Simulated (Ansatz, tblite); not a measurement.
Cs₂SnI₆: GFN2-xTB, run from Python

These are simulated results from tblite 0.8.0, not measurements. The cell was built from a prototype and was relaxed with r2SCAN in plane waves (Ansatz 0.2.0). It may be hypothetical. All runs are without spin polarisation.

Space group Fm-3m (No. 225), cubic; conventional cell a = 11.841 Å, 46.11 Å³ an atom. Cs has 12 I at 4.19 Å; Sn has 6 I at 2.88 Å; I has 1 Sn at 2.88 Å and 4 Cs at 4.19 Å.

tblite solves periodic systems at the zone centre alone, so the script builds a cluster of 1×1×1 conventional cells (36 atoms), which folds in a coarse mesh of k points.

The script, run.py:

```python
import json
from ase import Atoms
from ase.build import make_supercell
from ase.units import Bohr, GPa, Hartree
from tblite.interface import Calculator

atoms = Atoms(['Cs', 'Cs', 'Sn', 'I', 'I', 'I', 'I', 'I', 'I'],
              cell=[[0.0, 5.92038829, 5.92038829], [5.92038829, 0.0, 5.92038829], [5.92038829, 5.92038829, 0.0]],
              scaled_positions=[[0.25, 0.25, 0.25], [0.75, 0.75, 0.75], [0.0, 0.0, 0.0], [0.243647654, 0.756352346, 0.756352346], [0.243647654, 0.756352346, 0.243647654], [0.756352346, 0.243647654, 0.756352346], [0.756352346, 0.243647654, 0.243647654], [0.756352346, 0.756352346, 0.243647654], [0.243647654, 0.243647654, 0.756352346]],
              pbc=True)
cluster = make_supercell(atoms, [[-1, 1, 1], [1, -1, 1], [1, 1, -1]])
calc = Calculator('GFN2-xTB', cluster.numbers, cluster.positions / Bohr, lattice=cluster.cell[:] / Bohr, periodic=cluster.pbc)
calc.set('temperature', 0.02 / Hartree)
calc.set('max-iter', 150)
res = calc.singlepoint()
levels = res.get('orbital-energies') * Hartree
nv = round(res.get('orbital-occupations').sum() / 2)
cells = len(cluster) // len(atoms)
out = {'energy_per_cell': res.get('energy') * Hartree / cells, 'homo': levels[nv - 1], 'lumo': levels[nv],
       'stress': (-res.get('virial') * Hartree / cluster.get_volume() / GPa).tolist(), 'charges': res.get('charges')[:len(atoms)].tolist(), 'electrons': 2 * nv / cells}
json.dump(out, open('results.json', 'w'))
for key, value in out.items():
    print(key, value)
```

Command: `python run.py`. It took 2 s on 1 thread of Arm Neoverse V2 (shared host), peak memory 0.1 GiB.

The log:

```
------------------------------------------------------------
  cycle        total energy    energy error   density error
------------------------------------------------------------
      1     -97.70924287396  -9.7770010E+01   3.6815106E-01
      2      38.35864260351   1.3606789E+02   1.1610013E+00
      3     -62.91322912835  -1.0127187E+02   6.8955218E-01
      4     -98.46197489604  -3.5548746E+01   2.4625762E-01
      5     -94.74298724045   3.7189877E+00   2.6246312E-01
      6     -102.6232981333  -7.8803109E+00   9.8553356E-02
      7     -103.2798610645  -6.5656293E-01   4.0079802E-02
      8     -103.3041447626  -2.4283698E-02   3.8221453E-02
      9     -103.3298644179  -2.5719655E-02   3.1112891E-02
     10     -103.3745953951  -4.4730977E-02   1.0922019E-02
     11     -103.3810278620  -6.4324669E-03   3.3437809E-03
     12     -103.3799287243   1.0991378E-03   4.5183323E-03
     13     -103.3810171230  -1.0883988E-03   2.5302959E-03
     14     -103.3814910803  -4.7395723E-04   9.4320949E-04
     15     -103.3815668510  -7.5770739E-05   2.7264871E-04
     16     -103.3815746420  -7.7909752E-06   1.7046636E-05
     17     -103.3815746522  -1.0194199E-08   2.9599460E-06
------------------------------------------------------------

 total:                                   1.447 sec
energy_per_cell -703.2889839168292
homo -11.365962706371644
lumo -11.258224071144774
stress [[1.965659384821062, -3.610924423948464e-07, -3.610620835692881e-07], [-3.610924423706833e-07, 1.9656593847899306, -3.610998703774235e-07], [-3.6106208361066355e-07, -3.610998703298989e-07, 1.9656593849751167]]
charges [0.534556918117429, 0.5345520899864025, 0.3966634201528322, -0.24430118417595936, -0.24430412379963162, -0.24430118070669013, -0.24430412726928746, -0.24430118112161403, -0.24430412421470282]
electrons 48.0
```

The cycle table is in hartree for the whole cluster, and the lines after it are in eV (the energy for one cell). The printed stress is in GPa and positive in compression, and the pressure is its mean diagonal.

GFN2-xTB gives a gap of 0.11 eV. On the same cell, plane-wave PBE (Ansatz, 4×4×4 k points and the special points) gives a gap of 0.20 eV and r2SCAN a gap of 0.46 eV; on shared hosts these took about 22 and 49 core-seconds on the 9-atom cell, against 2 for the script. Spin-orbit coupling, left out in all these runs, can cut or reorder the gap by tenths of an eV, up to about 1 eV with Pb or Bi. xTB was fitted to molecules, so gaps, charges and pressures of solids can be far off, and the gap also depends on the size of the cluster.

The same script was run on cells scaled at fixed shape and fractional coordinates:

| volume (Å³/atom) | energy (meV/atom) | pressure (GPa, positive in compression) | gap (eV) |
| --- | --- | --- | --- |
| 40.58 | 107.4 | 4.50 | 0.08 |
| 43.35 | 43.0 | 3.02 | 0.10 |
| 46.11 | 0.0 | 1.97 | 0.11 |
| 48.88 | -26.9 | 1.19 | 0.10 |
| 51.65 | -57.1 | 0.55 | 0.08 |

The minimum lies beyond the largest of these volumes.

xTB was fitted mostly to molecules, and a small cluster samples few k points, so gaps, pressures and kinks along a curve can be far from a solid's.

No spin-orbit coupling is included; it can move band edges with weight on the heavy atoms by tenths of an eV.
